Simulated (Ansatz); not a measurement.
H2O on a (110) slab of Li (Im-3m (No. 229)), 3 planes, outer planes Li (top) and Li (bottom), 1 a cell of 70.4 Å², relaxed and still whole (its atoms last):

```xyz
30
Lattice="8.6387 0.0000 0.0000 -2.8796 8.1447 0.0000 0.0000 0.0000 23.2210" Properties=species:S:1:pos:R:3 pbc="T T T"
Li    0.9599    1.3574    8.0000
Li    0.0000    4.0723    8.0000
Li   -0.9599    6.7872    8.0000
Li    3.8394    1.3574    8.0000
Li    2.8796    4.0723    8.0000
Li    1.9197    6.7872    8.0000
Li    6.7190    1.3574    8.0000
Li    5.7592    4.0723    8.0000
Li    4.7993    6.7872    8.0000
Li    1.8860    2.7455   10.2802
Li    0.9526    5.4788   10.3099
Li    2.8083    0.0062   10.3060
Li    4.7911    2.7942   10.2426
Li    3.7981    5.4684   10.3176
Li    5.6889    0.0153   10.3593
Li   -1.0139    2.6926   10.2499
Li   -1.9232    5.4708   10.3630
Li   -0.0353    0.0147   10.3165
Li    2.7814    4.1566   12.6101
Li    1.7991    6.8973   12.7968
Li    3.8357    1.5467   12.4625
Li    5.6840    4.1050   12.6451
Li    4.7528    6.8214   12.6165
Li    6.6995    1.3937   12.6449
Li   -0.0868    3.9561   12.4817
Li   -0.9318    6.7502   12.8030
Li    0.9676    1.3422   12.6031
O     0.4341    6.8575   14.2810
H     0.4958    6.0908   14.8942
H     0.3914    7.6761   14.8262
```

Computed with DFT PBE+D3(BJ), scalar-relativistic, plane waves, PAW (Ansatz). Cutoff 420 eV; k points 3×3×1 on the computed 30-atom cell (Γ-centred); Gaussian smearing, width 0.10 eV; no spin polarisation. The cell repeats along c with a dipole correction in the vacuum.

It binds with 0.78 eV a molecule against the clean slab and the free molecule (no zero-point or thermal terms); its shortest contact is O–Li 2.02 Å. Take first-order desorption with no barrier to adsorption, no reaction on the face and an assumed prefactor of 10^13 s⁻¹.

Q: How long does a molecule stay at 573 K?

A: τ = ν⁻¹·exp(E/k_BT) with k_BT = 0.0494 eV: E/k_BT = 15.8, so τ ≈ 7×10^-7 s. At about one hit a site a second (10⁻⁶ mbar) the coverage is near τ × 1 s⁻¹, so a layer needs roughly 1×10^0 mbar.

Q: Where does its peak lie in a desorption experiment heated at 1 K/s?

A: The peak obeys E/(k_B·T_p²) = (ν/β)·exp(−E/k_BT_p). Solving gives T_p ≈ 282 K (E/k_BT_p = 32.1). An error of 0.1 eV in E moves it by about 36 K, and larger molecules have larger prefactors, which lowers it.

Q: Is this physisorption or chemisorption?

A: The tightest contact, O–Li 2.02 Å, is 1.04 times the sum of covalent radii, and deformation and lateral interaction add up to +0.10 eV. This is chemisorption.

The molecule may also break up before it leaves, which wasn't tried.